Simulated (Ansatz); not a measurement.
**Structure relaxation of S**

The calculation used DFT PBEsol, scalar-relativistic, plane waves, PAW (Ansatz). Cutoff 420 eV, Γ-centred k mesh, Gaussian smearing, no spin polarisation in the final step.

S was placed on the grey arsenic (A7) structure type (R-3m, No. 166), at a guessed volume.

```yaml
crystal:
  lattice:
    - [2.08119, 1.20157, 3.85931]
    - [-2.08119, 1.20157, 3.85931]
    - [0.00000, -2.40315, 3.85931]
  atoms:
    - { symbol: S, position: [0.22754, 0.22754, 0.22754] }
    - { symbol: S, position: [0.77246, 0.77246, 0.77246] }
```

Cell and atoms relax at zero pressure; the relaxation can't lower the symmetry of the start. After a coarse first stage the cell is made exact in the group found at 0.06 Å.

Energies count from the standard state of S at the same level.

(1) Describe the relaxed structure.

(2) What are its volume, energy, density and gap?

Answers

(1) It keeps R-3m (No. 166). The result has the grey arsenic (A7) structure. Conventional cell: a = 3.878 Å, c = 9.212 Å. S has 3 S at 2.31 Å.

```cif
data_structure
_symmetry_space_group_name_H-M 'R-3m:H'
_symmetry_Int_Tables_number 166
_cell_length_a 3.8777
_cell_length_b 3.8777
_cell_length_c 9.2118
_cell_angle_alpha 90.000
_cell_angle_beta 90.000
_cell_angle_gamma 120.000
_cell_volume 119.96
loop_
_atom_site_label
_atom_site_type_symbol
_atom_site_symmetry_multiplicity
_atom_site_Wyckoff_symbol
_atom_site_fract_x
_atom_site_fract_y
_atom_site_fract_z
_atom_site_occupancy
S1 S 6 c 0.33333 0.66667 0.86356 1
```

(2) The volume per atom is 20.0 Å³, the density is 2.7 g/cm³ and the energy over the standard structure is 0.53 eV/atom. The gap on the 18×18×18 mesh is 0 eV (a metal).

The final run used a 18×18×18 mesh on its 2-atom cell and 0.10 eV smearing. The k mesh leaves about 4 meV/atom of noise in metals. Weakly bound directions are ill-defined at this level, which has no dispersion term. A structure relaxed within its symmetry needn't be a true minimum.